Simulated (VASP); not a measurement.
# PbSe (Clausthalite) (Fm-3m) in VASP: further runs, part 2 of 2

VASP 6.6.1. Earlier steps stand in the parts before.

## Step 3: Single point, BLYP+D4

This run uses another cell than the first one, of 31.71 Å³/atom, 1.106 times its volume.

Input file INCAR:

```
SYSTEM = PbSe
  PREC = Accurate
  ENCUT = 520
  EDIFF = 1E-6
  ISMEAR = -1
  SIGMA = 0.05
  LREAL = .False.
  LASPH = .True.
  NELM = 100
  ALGO = Normal
  ISIF = 2
  LWAVE = .False.
  LCHARG = .True.
  GGA = B5
  ALDAX = 1.0
  AGGAX = 1.0
  AGGAC = 1.0
  ALDAC = 0.0
  IVDW = 13
  VDW_S6 = 1.0
  VDW_S8 = 2.34076671
  VDW_A1 = 0.44488865
  VDW_A2 = 4.0933009
  LELF = .True.
  LVHAR = .True.
  NBANDS = 17
```

Input file KPOINTS:

```
Automatic mesh
0
Gamma
  8 8 8
  0 0 0
```

Input file POSCAR:

```
PbSe
1.0
    0.0000000000      3.1652933721      3.1652933721
    3.1652933721      0.0000000000      3.1652933721
    3.1652933721      3.1652933721      0.0000000000
Pb Se
1 1
Direct
    0.0000000000      0.0000000000      0.0000000000
    0.5000000000      0.5000000000      0.5000000000
```

Potentials or basis: VASP PAW PBE potentials, release 64 (Pb_d, Se).

Command:

```
$ cat potpaw_PBE.64/Pb_d/POTCAR potpaw_PBE.64/Se/POTCAR > POTCAR
$ mpirun -np 1 vasp_std > vasp.out
```

OUTCAR:

```text
SYSTEM = PbSe
   PREC = Accurate
   ENCUT = 520
   EDIFF = 1E-6
   ISMEAR = -1
   LREAL = .False.
   LASPH = .True.
   NELM = 100
   ISIF = 2
   GGA = B5
   IVDW = 13

 ion  position               nearest neighbor table
   1  0.000  0.000  0.000-   2 3.17   2 3.17   2 3.17   2 3.17   2 3.17   2 3.17
   2  0.500  0.500  0.500-   1 3.17   1 3.17   1 3.17   1 3.17   1 3.17   1 3.17

  LATTYP: Found a face centered cubic cell.
 ALAT       =     6.3305867442

  Lattice vectors:

 A1 = (   0.0000000000,   3.1652933721,   3.1652933721)
 A2 = (   3.1652933721,   0.0000000000,   3.1652933721)
 A3 = (   3.1652933721,   3.1652933721,   0.0000000000)

[... 666 lines left out ...]

  Edisp (eV):   -1.44509

  FORCE on cell =-STRESS in cart. coord.  units (eV):
  Direction    XX          YY          ZZ          XY          YZ          ZX
  --------------------------------------------------------------------------------------
  -------------------------------------------------------------------------------------
  Total       0.02520     0.02520     0.02520    -0.00000    -0.00000    -0.00000
  in kB       0.63668     0.63668     0.63668    -0.00000    -0.00000    -0.00000
  external pressure =        0.64 kB  Pullay stress =        0.00 kB

 VOLUME and BASIS-vectors are now :
 -----------------------------------------------------------------------------
  energy-cutoff  :      520.00
  volume of cell :       63.43
      direct lattice vectors                 reciprocal lattice vectors
     0.000000000  3.165293372  3.165293372    -0.157963241  0.157963241  0.157963241
     3.165293372  0.000000000  3.165293372     0.157963241 -0.157963241  0.157963241
     3.165293372  3.165293372  0.000000000     0.157963241  0.157963241 -0.157963241

 POSITION                                       TOTAL-FORCE (eV/Angst)
 -----------------------------------------------------------------------------------
      0.00000      0.00000      0.00000         0.000000      0.000000      0.000000
      3.16529      3.16529      3.16529        -0.000000     -0.000000     -0.000000
 -----------------------------------------------------------------------------------
    total drift:                                0.000000      0.000000      0.000000

  FREE ENERGIE OF THE ION-ELECTRON SYSTEM (eV)
  ---------------------------------------------------
  free  energy   TOTEN  =        -8.5936121080 eV

  energy  without entropy=       -8.5935948730  energy(sigma->0) =       -8.59360349
```

OSZICAR:

```text
N       E                     dE             d eps       ncg     rms          rms(c)
DAV:   1     0.161472121100E+03    0.16147E+03   -0.94572E+03   994   0.117E+03
DAV:   2     0.477536187678E+01   -0.15670E+03   -0.15098E+03  1030   0.304E+02
DAV:   3    -0.735782275969E+01   -0.12133E+02   -0.12049E+02  1286   0.892E+01
DAV:   4    -0.765219327598E+01   -0.29437E+00   -0.29417E+00  1248   0.160E+01
DAV:   5    -0.766010617202E+01   -0.79129E-02   -0.79127E-02  1429   0.243E+00    0.288E+00
DAV:   6    -0.714457428569E+01    0.51553E+00   -0.14436E+00  1404   0.848E+00    0.134E+00
DAV:   7    -0.714459060897E+01   -0.16323E-04   -0.16905E-01  1168   0.208E+00    0.859E-01
DAV:   8    -0.714964415595E+01   -0.50535E-02   -0.20423E-02  1127   0.131E+00    0.278E-01
DAV:   9    -0.714839826121E+01    0.12459E-02   -0.47386E-03  1425   0.518E-01    0.970E-02
DAV:  10    -0.714851591571E+01   -0.11765E-03   -0.39245E-04  1159   0.108E-01    0.473E-02
DAV:  11    -0.714851932658E+01   -0.34109E-05   -0.24431E-05  1264   0.442E-02    0.650E-03
DAV:  12    -0.714851975373E+01   -0.42715E-06   -0.21878E-06  1156   0.115E-02
   1 F= -.85936121E+01 E0= -.85936035E+01  d E =-.172351E-04
```

stdout:

```text
POSCAR found type information on POSCAR PbSe
 POSCAR found :  2 types and       2 ions
 scaLAPACK will be used
 -----------------------------------------------------------------------------
|                                                                             |
|                                                                             |
|     You enforced a specific xc type in the INCAR file but a different       |
|     I HOPE YOU KNOW WHAT YOU ARE DOING!                                     |
|                                                                             |
 -----------------------------------------------------------------------------

 LDA part: xc-table for (Slater(with rela. corr.)+VWN5), standard interpolation
 POSCAR, INCAR and KPOINTS ok, starting setup
 FFT: planning ... GRIDC
 FFT: planning ... GRID_SOFT
 FFT: planning ... GRID
 WAVECAR not read
 entering main loop
```

Wall time 42 s (1 thread of Intel Xeon 6975P-C, shared host); peak memory 0.22 GiB.

What came out:

```yaml
Free_energy: -8.5936 eV
Pressure: 0.1 GPa
Band_gap_on_the_k_mesh: 0.65 eV, direct
Dispersion_energy_per_atom: -0.723 eV
```

Caveat: the PAW data sets were made with another functional, which shifts forces and pressure a little; spin-orbit coupling is left out, which moves the levels of the heavy elements.

## Step 4: Relaxation of cell and atoms, BLYP+D4

Input file INCAR:

```
SYSTEM = PbSe
AGGAC = 1.0
AGGAX = 1.0
ALDAC = 0.0
ALDAX = 1.0
ALGO = Normal
EDIFF = 1E-7
EDIFFG = -0.005
ENCUT = 600
GGA = B5
IBRION = 2
ISIF = 3
ISMEAR = -1
IVDW = 13
LASPH = .True.
LCHARG = .False.
LREAL = .False.
LWAVE = .False.
NELM = 100
NSW = 80
PREC = Accurate
SIGMA = 0.05
VDW_A1 = 0.44488865
VDW_A2 = 4.0933009
VDW_S6 = 1.0
VDW_S8 = 2.34076671
```

Input file KPOINTS:

```
k-points
0
Gamma
  8 8 8
  0 0 0
```

Input file POSCAR:

```
PbSe
1.0
    0.0000000000      3.0606500000      3.0606500000
    3.0606500000      0.0000000000      3.0606500000
    3.0606500000      3.0606500000      0.0000000000
Pb Se
1 1
Direct
    0.0000000000      0.0000000000      0.0000000000
    0.5000000000      0.5000000000      0.5000000000
```

Command:

```
$ cat potpaw_PBE.64/Pb_d/POTCAR potpaw_PBE.64/Se/POTCAR > POTCAR
$ mpirun -np 1 vasp_std > vasp.out
```

It took 4.8 min on 1 thread of Intel Xeon 6975P-C, shared host; peak memory 0.24 GiB.

It converged, with:

```yaml
Free_energy: -8.5928 eV
Relaxed_volume: 31.72 Å³/atom
Relaxed_cell: a = 4.477 Å, b = 4.477 Å, c = 4.477 Å, α = 60.00°, β = 60.00°, γ = 60.00°
Space_group_after_relaxing_to_0.05_Å: Fm-3m (No. 225)
Energy_gained_by_relaxing: 36.1 meV/atom
Ionic_steps: 9
Pressure_after_relaxing: 0.0 GPa
Band_gap_on_the_k_mesh: 0.65 eV, direct
Dispersion_energy_per_atom: -0.723 eV
```

Step by step:
```csv
step,energy change (eV),largest force (eV/Å),pressure (GPa),volume (Å³)
1,0.0000,0.0000,2.00,57.34
2,-0.0181,0.0000,0.91,60.36
3,-0.0716,0.0000,0.90,63.23
4,0.0614,0.0000,-4.15,69.24
5,-0.0666,0.0000,-2.21,64.19
6,-0.0722,0.0000,-0.21,63.50
7,-0.0722,0.0000,0.29,63.38
8,-0.0722,0.0000,-0.10,63.47
9,-0.0722,0.0000,0.00,63.45
```

Final structure:
```yaml
crystal:
  lattice:
    - [0.00000, 3.16566, 3.16566]
    - [3.16566, 0.00000, 3.16566]
    - [3.16566, 3.16566, 0.00000]
  atoms:
    - { symbol: Pb, position: [0.00000, 0.00000, 0.00000] }
    - { symbol: Se, position: [0.50000, 0.50000, 0.50000] }
```

Levels at points of the mesh, in eV from the valence-band top:
| k point | band 6 | band 7 | band 8 | band 9 | band 10 | band 11 | band 12 | band 13 | band 14 |
| --- | --- | --- | --- | --- | --- | --- | --- | --- | --- |
| (0.00, 0.00, 0.00) | -12.74 | -6.50 | -1.38 | -1.38 | -1.38 | 4.43 | 4.43 | 4.43 | 6.98 |
| (0.50, 0.00, 0.00) | -11.91 | -8.30 | -1.02 | -1.02 | 0.00 | 0.65 | 1.91 | 1.91 | 8.80 |
| (0.50, 0.50, 0.00) | -11.67 | -7.29 | -4.05 | -2.55 | -2.55 | 4.46 | 5.19 | 5.19 | 5.64 |

Caveat: the PAW data sets were made with another functional, which shifts forces and pressure a little; spin-orbit coupling is left out, which moves the levels of the heavy elements; the volume moved by +11 % from the deposited cell, more than functionals usually miss.

## Step 5: Summary

| task | level | cell | cutoff (eV) | smearing | gap on the mesh (eV) | pressure (GPa) |
| --- | --- | --- | --- | --- | --- | --- |
| single point | PBE | a = 4.328 Å, angles 60.0°, 2 atoms | 520 | gaussian 0.022 eV | 0.29 | 2.4 |
| single point | BLYP+D4 | a = 4.476 Å, angles 60.0°, 2 atoms | 520 | fermi-dirac 0.05 eV | 0.65 | 0.1 |
| relaxation of cell and atoms | BLYP+D4 | relaxed from a = 4.328 Å, angles 60.0°, 2 atoms | 600 | fermi-dirac 0.05 eV | 0.65 | 0.0 |

Alike in all rows: potentials or basis VASP PAW PBE potentials, release 64 (Pb_d, Se); no spin polarisation; k mesh 8 × 8 × 8.

Caveats: spin-orbit coupling is left out, which moves the levels of the heavy elements; the PAW data sets were made with another functional, which shifts forces and pressure a little (some runs); the volume moved by +11 % from the deposited cell, more than functionals usually miss (some runs).

Total energies depend on the potentials used, so only differences within one code and one set of settings carry meaning.

## Step 6: Comparison with measurements

Step 2. Against the measured gap of PbSe, 0.15 eV (direct; 4.2 K; a printed reference work, monograph), the calculated 0.29 eV is off by +0.14 eV. 2 values of this kind are on record (0.15 to 0.28 eV); this one was drawn at random. Spin-orbit coupling on Pb, Se is left out. The value is that of PBE on a finite k mesh, which can miss the band edges, without temperature or zero-point motion.

Step 3. Against the measured gap of PbSe, 0.15 eV (direct; 4.2 K; a printed reference work, monograph), the calculated 0.65 eV is off by +0.50 eV. 2 values of this kind are on record (0.15 to 0.28 eV); this one was drawn at random. Spin-orbit coupling on Pb, Se is left out. The value is that of BLYP+D4 on a finite k mesh, which can miss the band edges, without temperature or zero-point motion.

Step 4. The cell as given is a measured one (28.67 Å³/atom); BLYP+D4 puts the equilibrium volume +10.6 % from it, thermal expansion not counted.
